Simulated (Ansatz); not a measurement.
# GaSe: what the electron mass says about interband coupling

Method: DFT PBE+D3(BJ), scalar-relativistic, plane waves, PAW in Ansatz.

Settings: cutoff 420 eV, Γ-centred mesh 12×12×2 on the computed 8-atom cell, Gaussian smearing of 0.02 eV; no spin polarisation.

Relaxed cell: P6_3/mmc, a = 3.769 Å, b = 3.769 Å, c = 15.966 Å, α = 90.00°, β = 90.00°, γ = 120.00°, 8 atoms in the primitive cell.

The direct gap at Γ is 0.868 eV, and at Γ the conduction band has a mass of 0.0969 mₑ and the lightest hole 0.0836 mₑ, both along z.

Use two-band k·p theory to get the Kane energy. As an exercise, what mass follows if the true gap is 1.5 times the computed one (semilocal functionals can miss by more, threefold or worse in zinc and cadmium oxides)?

Coupling to the valence top alone gives mₑ/m* = 1 + E_P/E_g, so E_P = E_g (mₑ/m* − 1) = 0.868 × (10.32 − 1) = 8.1 eV. The light hole is the mirror band, mₑ/mₗₕ = E_P/E_g − 1, and gives 11.3 eV; the spread shows what other bands add. Fits to experiment give about 15 to 31 eV for common tetrahedral semiconductors; the figure from the electron is a net one, lowered by higher conduction bands, and semilocal functionals tend to give less. With E_P fixed and E_g = 1.30 eV the mass becomes 0.139 mₑ: in this model the mass grows with the gap, in proportion where E_P ≫ E_g, which is why functionals that close gaps give light electrons. A correction that opens the gap also strengthens the coupling, so the true mass usually rises less. Remote bands and spin-orbit splitting are left out of the model.

Cost: 3 runs of about 4.9 core-minutes in all, on Arm Neoverse V1 (shared hosts).